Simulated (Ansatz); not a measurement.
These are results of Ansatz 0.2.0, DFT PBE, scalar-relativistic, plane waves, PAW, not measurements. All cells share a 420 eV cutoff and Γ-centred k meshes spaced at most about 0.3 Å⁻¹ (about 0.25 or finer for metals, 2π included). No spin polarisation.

These are static total energies at zero pressure.

Two relaxed structures of Mg₂I:

A.

```
Mg I
1.0
     0.00000    3.81778    3.81778
     3.81778    0.00000    3.81778
     3.81778    3.81778    0.00000
Mg I
2 1
Cartesian
  1.9089 1.9089 1.9089
  5.7267 5.7267 5.7267
  0.0000 0.0000 0.0000
```

B.

```
Mg I
1.0
     6.22195    0.00000    0.00000
     0.00000    6.22195    0.00000
     0.00000    0.00000    3.59195
Mg I
2 1
Direct
  0.00000 0.50000 0.00000
  0.50000 0.00000 0.00000
  0.50000 0.50000 0.00000
```

Problem. Which is lower in energy, and by how much?

Solution. A is lower, by 45 meV/atom. A has the anti-fluorite type, space group Fm-3m (No. 225), 37.1 Å³/atom and no gap on its mesh; B has space group P4/mmm (No. 123), 46.4 Å³/atom and no gap. Counting I atoms around Mg (those within 1.25 times the shortest such distance or 1.15 times the sum of covalent radii; the shortest distance is added where it is long for a bond), A has Mg 4 from 3.3 Å and B has Mg 2. Even the lower one lies +0.29 eV/atom against the reference forms of the elements (uncorrected), so neither is stable at this level. Both come from invented guesses. The lowest form computed isn't among them: it has the anti-cadmium chloride type, space group R-3m (No. 166), 29.6 Å³/atom and lies 0.50 eV/atom below the best shown.

No dispersion correction is applied, so the spacing and binding between layers, chains or molecules are poorly described (P4/mmm), and this can change margins and order among such cells. These runs have no spin–orbit coupling, which can matter for I. In Fm-3m, P4/mmm an odd number of electrons in the primitive cell allows no gap without spin; a larger cell or a magnetic state could open one. Cells relaxed within their symmetry can be saddle points. Some candidate types were left out of the draw beforehand, so a known form may be missing.
